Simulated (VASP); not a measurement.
# MgO (Fm-3m) in VASP: a series of runs

Runs on MgO. Level: PBEsol. Tasks: relaxation of cell and atoms.

All numbers are computed with VASP 6.6.1; they aren't measurements. Logs are shortened: lines on timing, memory, paths and dates and some standing lists are left out, and cuts for length are marked.

### 1 The crystal as given

Symmetry: Fm-3m, No. 225, cubic system. Conventional cell: a = 4.217 Å, b = 4.217 Å, c = 4.217 Å, α = 90.00°, β = 90.00°, γ = 90.00°. Mg (site symmetry m-3m) is surrounded by 6 O at 2.11 Å. Around O (site symmetry m-3m) lie 6 Mg at 2.11 Å.

### 2 Relaxation of cell and atoms, PBEsol

Contents of INCAR:

```
PREC = Accurate
ENCUT = 520
EDIFF = 1E-7
ISMEAR = 0
SIGMA = 0.02
LREAL = False
LASPH = True
NELM = 60
ALGO = Normal
ISIF = 3
LWAVE = False
LCHARG = False
GGA = PS
IBRION = 2
NSW = 80
EDIFFG = -0.002
KPAR = 4
```

Contents of KPOINTS:

```
Automatic mesh
0
Gamma
  12 12 12
```

Contents of POSCAR:

```
MgO
1.0
    0.0000000000      2.1085000000      2.1085000000
    2.1085000000      0.0000000000      2.1085000000
    2.1085000000      2.1085000000      0.0000000000
Mg O
1 1
Direct
    0.0000000000      0.0000000000      0.0000000000
    0.5000000000      0.5000000000      0.5000000000
```

Potentials or basis: VASP PAW PBE potentials, release 64 (Mg, O).

Run with:

```console
> cat potpaw_PBE.64/Mg/POTCAR potpaw_PBE.64/O/POTCAR > POTCAR
> mpirun -np 4 vasp_std > vasp.out
```

OUTCAR:

```text
PREC = Accurate
   ENCUT = 520
   EDIFF = 1E-7
   ISMEAR = 0
   LREAL = False
   LASPH = True
   NELM = 60
   ISIF = 3
   GGA = PS
   IBRION = 2
   NSW = 80
   EDIFFG = -0.002

 ion  position               nearest neighbor table
   1  0.000  0.000  0.000-   2 2.11   2 2.11   2 2.11   2 2.11   2 2.11   2 2.11
   2  0.500  0.500  0.500-   1 2.11   1 2.11   1 2.11   1 2.11   1 2.11   1 2.11

  LATTYP: Found a face centered cubic cell.
 ALAT       =     4.2170000000

  Lattice vectors:

 A1 = (   0.0000000000,   2.1085000000,   2.1085000000)
 A2 = (   2.1085000000,   0.0000000000,   2.1085000000)
 A3 = (   2.1085000000,   2.1085000000,   0.0000000000)

Analysis of symmetry for initial positions (statically):
=====================================================================
 Subroutine PRICEL returns:
 Original cell was already a primitive cell.

 Routine SETGRP: Setting up the symmetry group for a
 face centered cubic supercell.

 Subroutine GETGRP returns: Found 48 space group operations
 (whereof 48 operations were pure point group operations)
 out of a pool of 48 trial point group operations.

The static configuration has the point symmetry O_h .

Analysis of symmetry for dynamics (positions and initial velocities):
=====================================================================
 Subroutine PRICEL returns:
 Original cell was already a primitive cell.

 Routine SETGRP: Setting up the symmetry group for a
 face centered cubic supercell.

 Subroutine GETGRP returns: Found 48 space group operations
 (whereof 48 operations were pure point group operations)
 out of a pool of 48 trial point group operations.

The dynamic configuration has the point symmetry O_h .

 Subroutine INISYM returns: Found 48 space group operations
 (whereof 48 operations are pure point group operations),
 and found     1 'primitive' translations

----------------------------------------------------------------------------------------

                                     Primitive cell

  volume of cell :      18.7478

  direct lattice vectors                    reciprocal lattice vectors
     0.000000000  2.108500000  2.108500000    -0.237135404  0.237135404  0.237135404
     2.108500000  0.000000000  2.108500000     0.237135404 -0.237135404  0.237135404
     2.108500000  2.108500000  0.000000000     0.237135404  0.237135404 -0.237135404

  length of vectors
     2.981869296  2.981869296  2.981869296     0.410730569  0.410730569  0.410730569

  position of ions in fractional coordinates (direct lattice)
[... 99 lines left out ...]
     AMIX_MAG =   1.60;   BMIX_MAG =  1.00
  volume/ion in A,a.u.               =       9.37        63.26
  Fermi-wavevector in a.u.,A,eV,Ry     =   1.232503  2.329092 20.668107  1.519063
  Thomas-Fermi vector in A             =   2.367270
   LORBIT       =      0    0 simple, 1 ext, 2 COOP (PROOUT), +10 PAW based schemes
   GGA     = PS    functional components
   LHFCALC =     F    Hartree Fock is set to
   AEXX    =    0.0000 exact exchange contribution
   IVDW    =     0    specifies the selected vdW correction
   LEPSILON=     F    determine dielectric tensor
   LRPA    =     F    only Hartree local field effects (RPA)
 conjugate gradient relaxation of ions
 non-spin polarized calculation
 Gauss-broadening in eV      SIGMA  =   0.02
  energy-cutoff  :      520.00
  volume of cell :       18.75
 maximum number of plane-waves:       532
 NGX is ok and might be reduce to    24
   NGX = 11   NGY = 11   NGZ = 11

--------------------------------------- Ionic step        1  -------------------------------------------

 number of electron       8.0000005 magnetization

 Free energy of the ion-electron system (eV)
  ---------------------------------------------------
  ext. energy  EPLUGINS =         0.00000000
  ---------------------------------------------------
  free energy    TOTEN  =       -12.51235609 eV

  energy without entropy =      -12.51235609  energy(sigma->0) =      -12.51235609

------------------------ aborting loop because EDIFF is reached ----------------------------------------

  FORCE on cell =-STRESS in cart. coord.  units (eV):
  Direction    XX          YY          ZZ          XY          YZ          ZX
  --------------------------------------------------------------------------------------
  -------------------------------------------------------------------------------------
  Total       -0.0964963     -0.0964963     -0.0964963     -0.0000000     -0.0000000      0.0000000
  in kB       -8.2465123     -8.2465123     -8.2465123     -0.0000000     -0.0000000      0.0000000
  external PRESSURE =      -8.2465123 kB  Pullay stress =       0.0000000 kB
[... 59 lines left out ...]
--------------------------------------- Ionic step        3  -------------------------------------------

 number of electron       8.0000005 magnetization

 Free energy of the ion-electron system (eV)
  ---------------------------------------------------
  ext. energy  EPLUGINS =         0.00000000
  ---------------------------------------------------
  free energy    TOTEN  =       -12.51260684 eV

  energy without entropy =      -12.51260684  energy(sigma->0) =      -12.51260684

 E-fermi :   3.2618     XC(G=0): -11.3184

 val. band max:        3.0797175454   @ k =   0.0000   0.0000   0.0000
 cond. band min:       7.7301934180   @ k =   0.0000   0.0000   0.0000
 fundamental gap:      4.6504758726
 Fermi energy:         3.2617528326

 k-point     1 :       0.0000    0.0000    0.0000
  band No.  band energies     occupation
      1     -14.1348      2.00000
      2       3.0797      2.00000
      3       3.0797      2.00000
      4       3.0797      2.00000
      5       7.7302      0.00000
      6      18.7209      0.00000
      7      18.7209      0.00000
      8      18.7209      0.00000
[... 243 lines left out ...]
 k-point    24 :      -0.4167    0.1667    0.0000
  band No.  band energies     occupation
      1     -12.7276      2.00000
      2      -1.2003      2.00000
      3       1.4708      2.00000
      4       2.2843      2.00000
      5      11.9995      0.00000
      6      15.3408      0.00000
      7      17.1706      0.00000
      8      19.9129      0.00000

 [... further k-points ...]

------------------------ aborting loop because EDIFF is reached ----------------------------------------

  FORCE on cell =-STRESS in cart. coord.  units (eV):
  Direction    XX          YY          ZZ          XY          YZ          ZX
  --------------------------------------------------------------------------------------
  -------------------------------------------------------------------------------------
  Total        0.0003245      0.0003245      0.0003245      0.0000000      0.0000000      0.0000000
  in kB        0.0278733      0.0278733      0.0278733      0.0000000      0.0000000      0.0000000
  external PRESSURE =       0.0278733 kB  Pullay stress =       0.0000000 kB
[... 17 lines left out ...]
  FREE ENERGIE OF THE ION-ELECTRON SYSTEM (eV)
  ---------------------------------------------------
  free  energy   TOTEN  =       -12.5126068437 eV

  energy  without entropy=      -12.5126068437  energy(sigma->0) =      -12.51260684

 reached required accuracy - stopping structural energy minimisation
```

OSZICAR:

```text
N       E                     dE             d eps       ncg     rms          rms(c)
DAV:   1     0.106179731525E+02    0.10618E+02   -0.49176E+03  1376   0.889E+02
DAV:   2    -0.136001945031E+02   -0.24218E+02   -0.23393E+02  1464   0.139E+02
DAV:   3    -0.138966950475E+02   -0.29650E+00   -0.29650E+00  1408   0.165E+01
[... 20 lines left out ...]
DAV:   2    -0.125126087305E+02    0.17693E-03   -0.12735E-03  1152   0.263E-01    0.964E-03
DAV:   3    -0.125126081316E+02    0.59886E-06   -0.10412E-05  1264   0.389E-02    0.596E-03
DAV:   4    -0.125126069676E+02    0.11640E-05   -0.91559E-07  1192   0.100E-02    0.132E-03
DAV:   5    -0.125126068354E+02    0.13218E-06   -0.10808E-07   608   0.261E-03    0.299E-04
DAV:   6    -0.125126068437E+02   -0.83115E-08   -0.35344E-09   584   0.624E-04
   3 F= -.12512607E+02 E0= -.12512607E+02  d E =-.250753E-03
```

CONTCAR:

```text
MgO
   1.00000000000000
    -0.0000000000000000    2.1048612689277704    2.1048612689277704
     2.1048612689277704   -0.0000000000000000    2.1048612689277704
     2.1048612689277704    2.1048612689277704    0.0000000000000000
  Mg              O
     1     1
Direct
     0.0000000000000000    0.0000000000000000    0.0000000000000000
     0.5000000000000000    0.5000000000000000    0.5000000000000000

  0.00000000E+00  0.00000000E+00  0.00000000E+00
  0.00000000E+00  0.00000000E+00  0.00000000E+00
```

Run time: 18 s. Hardware: 4 MPI ranks of AMD EPYC 7R13 (Zen 3), shared host; peak memory 0.12 GiB.

Results:

* Free energy: -12.5126 eV
* Relaxed volume: 9.33 Å³/atom
* Relaxed cell: a = 2.977 Å, b = 2.977 Å, c = 2.977 Å, α = 60.00°, β = 60.00°, γ = 60.00°
* Space group after relaxing (to 0.05 Å): Fm-3m (No. 225)
* Energy gained by relaxing: 0.1 meV/atom
* Ionic steps: 3
* Pressure after relaxing: 0.0 GPa
* Band gap on the k mesh: 4.65 eV, direct

The path:
```
step  energy change (eV)  largest force (eV/Å)  pressure (GPa)  volume (Å³)
   1              0.0000                0.0000           -0.82        18.75
   2             -0.0002                0.0000            0.29        18.62
   3             -0.0003                0.0000            0.00        18.65
```

Final structure:
```cif
data_structure
_symmetry_space_group_name_H-M 'P 1'
_symmetry_Int_Tables_number 1
_cell_length_a 2.9767
_cell_length_b 2.9767
_cell_length_c 2.9767
_cell_angle_alpha 60.000
_cell_angle_beta 60.000
_cell_angle_gamma 60.000
_cell_volume 18.65
loop_
_atom_site_label
_atom_site_type_symbol
_atom_site_fract_x
_atom_site_fract_y
_atom_site_fract_z
_atom_site_occupancy
Mg1 Mg 0.00000 0.00000 0.00000 1
O1 O 0.50000 0.50000 0.50000 1
```

Levels at points of the mesh, in eV from the valence-band top:
| k point | band 1 | band 2 | band 3 | band 4 | band 5 | band 6 | band 7 | band 8 |
| --- | --- | --- | --- | --- | --- | --- | --- | --- |
| (0.00, 0.00, 0.00) | -17.21 | 0.00 | 0.00 | 0.00 | 4.65 | 15.64 | 15.64 | 15.64 |
| (0.50, 0.00, 0.00) | -15.90 | -4.69 | -0.67 | -0.67 | 7.76 | 12.52 | 16.19 | 16.19 |
| (0.50, 0.50, 0.00) | -15.63 | -4.15 | -1.37 | -1.37 | 8.92 | 9.89 | 12.99 | 18.87 |

Caveat: the PAW data sets were made with another functional, which shifts forces and pressure a little.

### 3 Relaxation of cell and atoms, PBEsol

This run uses another cell than the first one, of 9.33 Å³/atom, 0.995 times its volume.

INCAR is that of step 2.

KPOINTS is that of step 2.

Contents of POSCAR:

```
MgO                                     
1.0
   -0.0000000000      2.1048612689      2.1048612689
    2.1048612689     -0.0000000000      2.1048612689
    2.1048612689      2.1048612689      0.0000000000
  Mg              O             
     1     1
Direct
     0.0000000000000000    0.0000000000000000    0.0000000000000000
     0.5000000000000000    0.5000000000000000    0.5000000000000000
```

Potentials or basis: VASP PAW PBE potentials, release 64 (Mg, O).

Run with:

```console
> cat potpaw_PBE.64/Mg/POTCAR potpaw_PBE.64/O/POTCAR > POTCAR
> mpirun -np 4 vasp_std > vasp.out
```

Wall time 10 s (4 MPI ranks of AMD EPYC 7R13 (Zen 3), shared host); peak memory 0.12 GiB.

It converged, with:

| Property | Result |
| --- | --- |
| Free energy | -12.5125 eV |
| Pressure after relaxing | 0.0 GPa |
| Band gap on the k mesh | 4.65 eV, direct |

Final structure:
```
Mg O
1.0
     0.00000    2.10486    2.10486
     2.10486    0.00000    2.10486
     2.10486    2.10486    0.00000
Mg O
1 1
Direct
  0.00000 0.00000 0.00000
  0.50000 0.50000 0.50000
```

Levels at points of the mesh, in eV from the valence-band top:
| k point | band 1 | band 2 | band 3 | band 4 | band 5 | band 6 | band 7 | band 8 |
| --- | --- | --- | --- | --- | --- | --- | --- | --- |
| (0.00, 0.00, 0.00) | -17.21 | 0.00 | 0.00 | 0.00 | 4.65 | 15.64 | 15.64 | 15.64 |
| (0.50, 0.00, 0.00) | -15.90 | -4.69 | -0.67 | -0.67 | 7.76 | 12.52 | 16.19 | 16.19 |
| (0.50, 0.50, 0.00) | -15.63 | -4.15 | -1.37 | -1.37 | 8.92 | 9.89 | 12.99 | 18.87 |

Caveat: the relaxation stopped at its first step, so nothing moved; the PAW data sets were made with another functional, which shifts forces and pressure a little. A k mesh can miss the band edges.
